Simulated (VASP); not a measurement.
# Sn: restarted molecular dynamics, 2 variants

Sn, I4_1/amd (no. 141), 16 atoms in the cell. PBE, molecular dynamics; PAW potentials Sn (PBE set).

| Restart from | Temperature at the end (K) | The same without a restart (K) | Potential energy at the end (eV/atom) | The same without a restart (eV/atom) | Electronic steps in the first step after the restart | Time (s) |
|---|---|---|---|---|---|---|
| CONTCAR with velocities, WAVECAR read | 284.0 | 284.0 | -3.64986 | -3.64986 | 4 | 645 |
| CONTCAR with velocities, no WAVECAR | 284.0 | 284.0 | -3.64986 | -3.64986 | 15 | 638 |

Limits: 240 fs of 16 atoms are too short for converged averages.

## Input of the first row

INCAR.step1:
```
  ALGO = Fast
  ANDERSEN_PROB = 0.0
  EDIFF = 1E-6
  ENCUT = 200
  GGA = PE
  IBRION = 0
  ISIF = 2
  ISMEAR = -1
  ISYM = 0
  KPAR = 2
  LASPH = True
  LCHARG = False
  LREAL = Auto
  LWAVE = True
  MDALGO = 1
  NELM = 60
  NELMIN = 4
  NSW = 30
  POTIM = 4.0
  PREC = Normal
  RANDOM_SEED = 942417 0 0
  SIGMA = 0.05
  TEBEG = 600
```

INCAR.step2, as INCAR.step1 but for:
```
- LWAVE = True
+ LWAVE = False
```

KPOINTS:
```
k-points
0
Monkhorst-Pack
  2 2 1
```

POSCAR.step1:
```
Sn
1.0
    5.8802809106      0.0000000000      0.0000000000
    0.0000000000      5.8802809106      0.0000000000
    0.0000000000      0.0000000000     12.7944159112
Sn
16
Direct
    0.0000000000      0.0000000000      0.0000000000
    0.0000000000      0.0000000000      0.2500000000
    0.0000000000      0.0000000000      0.5000000000
    0.0000000000      0.0000000000      0.7500000000
    0.0000000000      0.5000000000      0.0625000000
    0.0000000000      0.5000000000      0.3125000000
    0.0000000000      0.5000000000      0.5625000000
    0.0000000000      0.5000000000      0.8125000000
    0.5000000000      0.5000000000      0.1250000000
    0.5000000000      0.5000000000      0.3750000000
    0.5000000000      0.5000000000      0.6250000000
    0.5000000000      0.5000000000      0.8750000000
    0.5000000000      0.0000000000      0.1875000000
    0.5000000000      0.0000000000      0.4375000000
    0.5000000000      0.0000000000      0.6875000000
    0.5000000000      0.0000000000      0.9375000000
```

Commands (each step's output is kept before the next begins):
```
cat potpaw_PBE.64/Sn/POTCAR > POTCAR
cp INCAR.step1 INCAR
cp POSCAR.step1 POSCAR
mpirun -np 2 vasp_std > vasp.out
cp CONTCAR POSCAR
cp INCAR.step2 INCAR
mpirun -np 2 vasp_std > vasp.out
```

Changes of the last row against the first:
```
(step 1)
- LWAVE = True
+ LWAVE = False
```

VASP 6.6.1 took 645 s on 2 cores (Intel Xeon Platinum 8259CL @ 2.50GHz (Skylake/Cascade Lake)), a shared host.
